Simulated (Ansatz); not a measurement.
# GaAs: the cost of one run

Computed with Ansatz 0.2.0 (DFT PBE, scalar-relativistic, plane waves, PAW, unless a step's input says otherwise).

3 further runs of the same task are left out: 3 set aside as unsound or not needed.

## (1) The starting structure

The structure is cubic, space group F-43m (No. 216). Conventional cell: a = 5.745 Å, b = 5.745 Å, c = 5.745 Å, α = 90.00°, β = 90.00°, γ = 90.00°. Ga (site symmetry -43m) is surrounded by 4 As at 2.49 Å. As (site symmetry -43m) has 4 Ga at 2.49 Å as nearest neighbours.

Structure file:

```cif
data_structure
_symmetry_space_group_name_H-M 'P 1'
_symmetry_Int_Tables_number 1
_cell_length_a 4.0626
_cell_length_b 4.0626
_cell_length_c 4.0626
_cell_angle_alpha 60.000
_cell_angle_beta 60.000
_cell_angle_gamma 60.000
_cell_volume 47.41
loop_
_atom_site_label
_atom_site_type_symbol
_atom_site_fract_x
_atom_site_fract_y
_atom_site_fract_z
_atom_site_occupancy
Ga1 Ga 0.00000 0.00000 0.00000 1
As1 As 0.75000 0.75000 0.75000 1
```

It is the result of an earlier relaxation at this level (volume 23.71 Å³/atom; gap on the mesh: 0.16 eV).

## (2) Relaxing at 16 GPa

What is minimised here is the enthalpy; the energy can go up as the cell is squeezed.

File input.yaml:

```yaml
crystal:
  lattice:
    - [0.0, 2.8726922662, 2.8726922662]
    - [2.8726922662, 0.0, 2.8726922662]
    - [2.8726922662, 2.8726922662, 0.0]
  atoms:
    - { symbol: Ga, position: [0.0, 0.0, 0.0] }
    - { symbol: As, position: [0.75, 0.75, 0.75] }
basis:
  ecutwfc: 420
kpoints:
  mp_grid: { grid: [12, 12, 12] }
hamiltonian:
  xc: pbe
scf:
  occupations: { method: gaussian, width: 0.02 }
output:
  forces: true
  stress: true
  eigenvalues: true
relax:
  adjacent_minimum: "off"
  f_tol: 0.001
  max_steps: 60
  cell: { stress_tol: 0.02, p_target: 16.0 }
```

Run with:

```bash
> ansatz run input.yaml --threads 1 --pin off --max-ram 3072MiB --backend cpu --events-out ev --progress --plain --runs-dir out
```

What time and memory should one allow on 1 thread of AMD EPYC (Zen 3), shared host?

About 67 s, with a peak of 0.42 GiB.
